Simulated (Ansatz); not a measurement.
## What strain does to AlN (NiAs type)

AlN (NiAs type), relaxed with r2SCAN in the plane-wave code Ansatz. It is hexagonal, P6_3/mmc (No. 194); a = 2.833 Å, c = 4.841 Å in the conventional setting, 8.41 Å³ an atom. Around Al lie 6 N at 2.03 Å; around N lie 6 Al at 2.03 Å.

The axes x, y and z are those of this cell:
```
CELL_PARAMETERS angstrom
2.83285 0.00000 0.00000
-1.41643 2.45332 0.00000
0.00000 0.00000 4.84101
ATOMIC_POSITIONS crystal
Al 0.00000 0.00000 0.00000
Al 0.00000 0.00000 0.50000
N 0.33333 0.66667 0.25000
N 0.66667 0.33333 0.75000
```

Unstrained: The PBE gap is indirect, 4.924 eV (Γ to k = (0, -1/2, 1/3)), below the direct gap of 5.169 eV at Γ. The r2SCAN gap is indirect, 5.686 eV (Γ to k = (0, -1/2, 0.318)), below the direct gap of 5.913 eV at Γ. HSE06 gives an indirect gap of 6.297 eV, from Γ to k = (0, -1/2, 0.318); the least direct gap is 6.684 eV at Γ. Meshes: PBE 12×12×6, r2SCAN 12×12×6, HSE06 9×9×4. Strains are changes of length per length, and xy shears are angles. After each strain the atoms were relaxed again with r2SCAN within the symmetry that the strain leaves, so tilts or polar shifts that break it weren't tested; points keep the names that they have in the unstrained zone. No spin polarisation and no zero-point or thermal motion; the cell was built from a prototype and may be hypothetical.

Changes of the least gap in eV (an overlap counts as a negative gap):
```csv
strain,volume change (%),space group,PBE,r2SCAN,HSE06,"energy rise, r2SCAN (meV/atom)"
"xy shear, engineering strain (angle) +2.55 %",0.0,P2_1/m,–,-0.068,-0.060,3.9
uniaxial -4.88 % along x,-4.9,Cmcm,–,-0.368,-0.328,43.9
```

Xy shear, engineering strain (angle) +2.55 %. HSE06: the gap goes from 6.297 to 6.237 eV (-0.060 eV); the edges go from Γ → (0, -1/2, 0.318) to Γ → (-1/2, -1/2, 0.302). Stress change with r2SCAN, compression positive: xx +0.22, yy +0.34, zz +0.10, xy -5.90 GPa.

Uniaxial -4.88 % along x, other directions held. HSE06: the gap goes from 6.297 to 5.969 eV (-0.328 eV); the edges go from Γ → (0, -1/2, 0.318) to Γ → (0, -1/2, 0.357). Stress change with r2SCAN, compression positive: xx +36.43, yy +7.96, zz -0.60 GPa.

Where an edge lies off the special points, it is a point of the mesh or the k point where a search put PBE's edge or least direct gap, reused for the other functionals, whose own edges may lie a little apart.

Coordinates of k points refer to the reciprocal vectors of the primitive cell of the runs.

The meshes of the hybrids are coarse, so their gaps aren't converged to the digits shown.
